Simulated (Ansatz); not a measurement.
# F (bcc type): how the settings move a single-point run

How sensitive is a single-point run of F (bcc type) to its settings? A reference run comes first, then one run with altered input.

Computed with Ansatz 0.2.0 (reference: DFT, PBE, all-electron PAW with datasets made for the crystal, scalar-relativistic, unless a step's input says otherwise).

## Step 1: Starting point

The structure is orthorhombic, space group Fmmm (No. 69). The conventional cell has a = 2.722 Å, b = 3.772 Å, c = 3.926 Å, α = 90.00°, β = 90.00°, γ = 90.00°. F (site symmetry mmm) has 8 F at 2.33 to 2.39 Å as nearest neighbours.

Structure file:

```cif
data_structure
_symmetry_space_group_name_H-M 'P 1'
_symmetry_Int_Tables_number 1
_cell_length_a 2.3885
_cell_length_b 2.3885
_cell_length_c 2.3257
_cell_angle_alpha 109.473
_cell_angle_beta 109.473
_cell_angle_gamma 110.537
_cell_volume 10.08
loop_
_atom_site_label
_atom_site_type_symbol
_atom_site_fract_x
_atom_site_fract_y
_atom_site_fract_z
_atom_site_occupancy
F1 F 0.00000 0.00000 0.00000 1
```

## Step 2: Baseline

The input, input.yaml:

```yaml
crystal:
  lattice:
    - [-1.3880294107, 1.3880294107, 1.3608131478]
    - [1.3880294107, -1.3880294107, 1.3608131478]
    - [1.3335968848, 1.3335968848, -1.3608131478]
  atoms:
    - { symbol: F, position: [0.0, 0.0, 0.0] }
kpoints:
  mp_grid: { grid: [18, 18, 18] }
scf:
  occupations: { method: fermi_dirac, width: 0.05 }
hamiltonian:
  xc: pbe
  pseudopotentials: { kind: all_electron, datasets: crystal }
output:
  forces: true
  stress: true
  eigenvalues: true
  efg: { contact_densities: true }
```

Started as:

```bash
$ ansatz run input.yaml --threads 1 --pin off --max-ram 2048MiB --backend cpu --events-out ev --progress --plain --runs-dir out
```

## Step 3: Changing settings: mixing.algorithm msr1, mixing.beta 0.1, mixing.ndim 4

input.yaml: that of step 2 with these lines changed.

```diff
@@ -11,2 +11,3 @@
   occupations: { method: fermi_dirac, width: 0.05 }
+  mixing: { algorithm: msr1, beta: 0.1, ndim: 4 }
 hamiltonian:
```

What does the calculation give? Wanted: for each run, ending; energy change; pressure; gap; force.

As calculated:

```
                                                     run     ending  energy change  pressure (GPa)  gap (eV)  force (eV/Å)  cycles  time
                                               reference  converged              0            -0.2      0.00          0.00       6  10 s
1: mixing.algorithm msr1, mixing.beta 0.1, mixing.ndim 4  converged   0.0 meV/atom            -0.2      0.00          0.00       7  10 s
```

Residual by cycle in the longest SCF loop of each run; runs are numbered as in the table. The quantity is the density residual dr2, in eV.

```
cycle  reference    run 1
    1     0.0109   0.0109
    2     2.2e-4  0.00663
    3     2.9e-5   7.0e-5
    4     1.8e-5   3.0e-5
    5     3.3e-7   2.8e-7
    6     3.5e-9   1.4e-7
    7          -  4.2e-10
```

With the changed mixing the energy agrees within 0.5 meV/atom. Cost: 7 SCF cycles against 6.
